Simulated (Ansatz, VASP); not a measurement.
Given: the input of a run of VASP 6.6.1 on TePb.

INCAR

```
SYSTEM = TePb
  PREC = Accurate
  ENCUT = 600
  EDIFF = 1E-6
  ISMEAR = -1
  SIGMA = 0.05
  LREAL = .FALSE.
  LASPH = .TRUE.
  NELM = 80
  ALGO = Fast
  ISIF = 3
  LWAVE = .FALSE.
  LCHARG = .FALSE.
  GGA = PE
  IBRION = 2
  NSW = 40
  EDIFFG = -0.005
```

KPOINTS

```
regular mesh
0
G
  7 7 7
  0 0 0
```

POSCAR

```
TePb
1.0
    0.0000000000      3.2310000000      3.2310000000
    3.2310000000      0.0000000000      3.2310000000
    3.2310000000      3.2310000000      0.0000000000
Pb Te
1 1
Direct
    0.0000000000      0.0000000000      0.0000000000
    0.5000000000      0.5000000000      0.5000000000
```

Potentials or basis: VASP PAW PBE potentials, release 64 (Pb_d, Te).

Launch:

```sh
$ cat potpaw_PBE.64/Pb_d/POTCAR potpaw_PBE.64/Te/POTCAR > POTCAR
$ mpirun -np 1 vasp_std > vasp.out
```

**Question.** Set up the same calculation for Ansatz 0.2.0. Potentials there: Ansatz PAW.

**Answer.** As run (the cutoff follows the program's own potentials):

input.yaml

```yaml
crystal:
  lattice:
    - [0.0, 3.231, 3.231]
    - [3.231, 0.0, 3.231]
    - [3.231, 3.231, 0.0]
  atoms:
    - { symbol: Pb, position: [0.0, 0.0, 0.0] }
    - { symbol: Te, position: [0.5, 0.5, 0.5] }
hamiltonian:
  xc: pbe
  pseudopotentials: { kind: paw }
kpoints:
  mp_grid: { grid: [7, 7, 7] }
scf:
  occupations: { method: fermi_dirac, width: 0.05 }
output:
  forces: true
  stress: true
relax:
  f_tol: 0.01
  max_steps: 40
  cell: { stress_tol: 0.05 }
```

Potentials or basis: Ansatz PAW.

Command:

```sh
$ ansatz run input.yaml --threads 2 --pin off --max-ram 5632MiB --backend cpu --events-out ev --progress --plain --runs-dir out
```

Both were run:

|  | VASP | Ansatz | Ansatz less VASP |
| --- | --- | --- | --- |
| relaxed volume (Å³/atom) | 35.42 | 35.47 | +0.049 |
| relaxed cell length with the largest relative difference (Å) | 4.644 | 4.647 | +0.0021 |
| energy change over the relaxation (meV/atom) | -11 | -11 | -0.2 |

The two sets of potentials don't hold the same shells in valence.

Caveats: the plane-wave basis is chosen anew once the cell has moved, so the energies of steps on either side of that aren't comparable (Ansatz). Spin-orbit coupling is left out, which matters for the levels of Pb, Te. Zero-point motion and thermal expansion aren't in these numbers.
